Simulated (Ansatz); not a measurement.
## Structure search: one Rh candidate

Theory: DFT PBE, scalar-relativistic, plane waves, PAW (Ansatz 0.2.0). Cutoff 420 eV, Gaussian smearing, Γ-centred meshes. Cell and atoms relax first on a coarse mesh and then on a finer one. In between, the cell is made exact in the group found at 0.06 Å. In metals the finer mesh still leaves noise of several meV/atom or more. The steps can't lower the symmetry of their start. No spin polarisation in the relaxation; trial moments died out in a coarse test.

The cell of Rh is invented: random cell by space group and Wyckoff sites (Cmmm, No. 65). Its size is a rough estimate.

```
Rh
1.0
     1.85340   -2.12697    0.00000
     1.85340    2.12697    0.00000
     0.00000    0.00000    1.24303
Rh
1
Cartesian
  1.8534 0.0000 0.0000
```

Energies count from the standard state of Rh at the same level.

Question: Describe the relaxed structure.

Answer: The symmetry goes from Cmmm (No. 65) to P6/mmm (No. 191). The end has the simple hexagonal type. The volume per atom grows by 56.3 %, from 9.8 to 15.3 Å³. The shortest distance goes from 1.24 Å (Rh–Rh) to 2.54 Å (Rh–Rh). The energy falls by about 76.7 eV/atom (the start's value is from the coarse mesh). The end is written in a standard setting, so origin, axes and order of atoms can differ from the start's. Conventional cell: a = 2.638 Å, c = 2.543 Å. Rh has 8 Rh at 2.54–2.64 Å.

```cif
data_structure
_symmetry_space_group_name_H-M 'P 1'
_symmetry_Int_Tables_number 1
_cell_length_a 2.6377
_cell_length_b 2.6377
_cell_length_c 2.5428
_cell_angle_alpha 90.000
_cell_angle_beta 90.000
_cell_angle_gamma 120.000
_cell_volume 15.32
loop_
_atom_site_label
_atom_site_type_symbol
_atom_site_fract_x
_atom_site_fract_y
_atom_site_fract_z
_atom_site_occupancy
Rh1 Rh 0.00000 0.00000 0.00000 1
```

Question: How does it come out in energy, and is it a metal?

Answer: The energy over the standard state is +0.49 eV/atom and the gap on the 24×24×22 mesh of the 1-atom cell is 0 eV (a metal).

So it is a metastable form at best.

The last run used Gaussian smearing of 0.10 eV. A structure relaxed within its symmetry needn't be a true minimum.
